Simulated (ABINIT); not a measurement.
BP, 2 atoms in the cell. It takes space group F-43m (No. 216, cubic). The conventional cell has a = 4.538 Å, b = 4.538 Å, c = 4.538 Å, α = 90.00°, β = 90.00°, γ = 90.00°. P (site symmetry -43m) has 4 B at 1.97 Å as nearest neighbours. B (site symmetry -43m) has 4 P at 1.97 Å as nearest neighbours. 

| Property | Result |
| --- | --- |
| Program | ABINIT 10.8.3 (patched build) |
| Task | band structure |
| Functional | SCAN |
| Potentials or basis | JTH PAW PBE v2.0 |
| Cutoff | 653 eV |
| k mesh | 10 × 10 × 10 |
| Occupations | fermi-dirac, width 0.05 eV |
| Spin | no spin polarisation |
| Fine-grid cutoff | 1251.72 eV |

Potentials or basis: JTH PAW PBE v2.0.

Command:

```bash
$ abinit run.abi > log 2>&1
```

Hardware: 1 thread of Arm Neoverse V1, with other jobs on the host.

Task: How long does it take, and how much memory?

Result: It took 100 s on 1 thread of Arm Neoverse V1, on a shared host, peak memory 0.12 GiB. Counts: scf iterations 8, k points 47, bands 8, plane waves 903.
